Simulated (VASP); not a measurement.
Wanted: the native input for a VASP 6.6.1 run.

- Task: relaxation of cell and atoms
- Functional: PBEsol
- Potentials or basis: VASP PAW PBE potentials, release 64 (Se)
- Cutoff: 520 eV
- k mesh: 21 × 21 × 21
- Occupations: gaussian, width 0.1 eV
- Spin: non-collinear spin, zero start, spin-orbit coupling
- Starting moments: [[0.0, 0.0, 0.0]] μB
- Target pressure: 125 GPa
- Further INCAR settings: ALGO = Fast; EDIFF = 1e-07; IBRION = 2; EDIFFG = -0.002; NSW = 80; ISIF = 3
- Target pressure: 125 GPa

The structure of Se lies in POSCAR:

```
Se
1.0
    1.9250000000      1.1113992700      0.8816666700
   -1.9250000000      1.1113992700      0.8816666700
    0.0000000000     -2.2227985400      0.8816666700
Se
1
Direct
    0.0000000000      0.0000000000      0.0000000000
```

This isn't the form of Se at room conditions, which is trigonal, of chains.

One way to write it, as run:

INCAR

```
  ALGO = Fast
  EDIFF = 1E-7
  EDIFFG = -0.002
  ENCUT = 520
  GGA = PS
  GGA_COMPAT = False
  IBRION = 2
  ISIF = 3
  ISMEAR = 0
  KPAR = 4
  LASPH = True
  LCHARG = False
  LNONCOLLINEAR = True
  LORBIT = 11
  LREAL = False
  LSORBIT = True
  LWAVE = False
  MAGMOM = 0 0 0
  NELM = 100
  NSW = 80
  PREC = Accurate
  PSTRESS = 1250.0
  SIGMA = 0.1
```

KPOINTS

```
k-points
0
Gamma
  21 21 21
```

Potentials or basis: VASP PAW PBE potentials, release 64 (Se).

Launch:

```console
$ cat potpaw_PBE.64/Se/POTCAR > POTCAR
$ mpirun -np 4 vasp_ncl > vasp.out
```

Results of the run:

```yaml
Relaxed_volume: 11.82 Å³/atom
Relaxed_cell: a = 2.486 Å, b = 2.486 Å, c = 2.486 Å, α = 109.47°, β = 109.47°, γ = 109.47°
Space_group_after_relaxing_to_0.05_Å: Im-3m (No. 229)
Energy_change_on_relaxing_the_enthalpy_is_what_falls: -446.2 meV/atom
Ionic_steps: 46
Pressure_after_relaxing: 125.0 GPa
Net_moment: 0.00 μB per cell
Valence_electrons_inside_the_program's_atomic_spheres: Se 4.10
```

Caveat: the cell is relaxed towards a set pressure, so the enthalpy falls and the energy may rise; the PAW data sets were made with another functional, which shifts forces and pressure a little.

It took 10 min on 4 MPI ranks on Intel(R) Xeon(R) Platinum 8488C (Sapphire Rapids), on a shared host, peak memory 0.32 GiB a rank.
